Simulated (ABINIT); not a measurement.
CsH:

```
Cs H
1.0
     0.00000    3.18800    3.18800
     3.18800    0.00000    3.18800
     3.18800    3.18800    0.00000
Cs H
1 1
Direct
  0.00000 0.00000 0.00000
  0.50000 0.50000 0.50000
```

Base run:

* Program: ABINIT 10.8.3 (patched build)
* Functional: LDA
* Potentials or basis: JTH PAW LDA v2.0
* Cutoff: 707 eV
* k mesh: 7 × 7 × 7
* Occupations: fermi-dirac, width 0.05 eV
* Spin: no spin polarisation

Its results: band gap on the k mesh 2.23 eV, direct.

Problem. The run is repeated on the same cell with these changes: functional from LDA to TB-mBJ; cutoff from 707 eV to 844 eV; fine-grid cutoff from 1306.15 eV to 1442.2 eV. What comes out?

Solution. Band gap on the k mesh 4.88 eV, direct.

Caveats: spin-orbit coupling is left out, which moves the levels of the heavy elements; the mesh misses the band edges, which the band path finds closer together; the constant c of TB-mBJ comes from the pseudo density here, which moves gaps by up to 0.3 eV between sets of potentials (some runs).
